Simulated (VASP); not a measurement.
**Sn: single point with RPBE**

The system is Sn.

```
CELL_PARAMETERS angstrom
-1.72654 1.77555 2.33834
1.72654 -1.77555 2.33834
1.72654 1.77555 -2.33834
ATOMIC_POSITIONS crystal
Sn 0.00000 0.00000 0.00000
```

This isn't the form of Sn at room conditions, which is tetragonal (white tin).

```json
{"Program": "VASP 6.6.1", "Task": "single point", "Functional": "RPBE", "Potentials or basis": "VASP PAW PBE potentials, release 64 (Sn)", "Cutoff": "500 eV", "k mesh": "11 × 11 × 11", "Occupations": "gaussian, width 0.1 eV", "Spin": "no spin polarisation", "Further INCAR settings": "ALGO = Fast; EDIFF = 1.00e-07; NBANDS = 8"}
```

* Pressure: 0.1 GPa
* Band gap on the k mesh: none (metal or under the smearing width)

Stress tensor (GPa, compression positive):
```
 0.79  0.00  0.00
 0.00 -0.98  0.00
 0.00  0.00  0.49
```

Levels at points of the mesh, in eV from the Fermi level:
```csv
k point,band 1,band 2,band 3,band 4,band 5,band 6,band 7
"(0.00, 0.00, 0.00)",-10.75,7.08,7.22,7.63,10.60,10.81,11.33
```

Wall time 34 s on 1 thread of Intel(R) Xeon(R) Platinum 8559C (Emerald Rapids) (shared host), peak memory 0.19 GiB.

Caveat: the PAW data sets were made with another functional, which shifts forces and pressure a little.
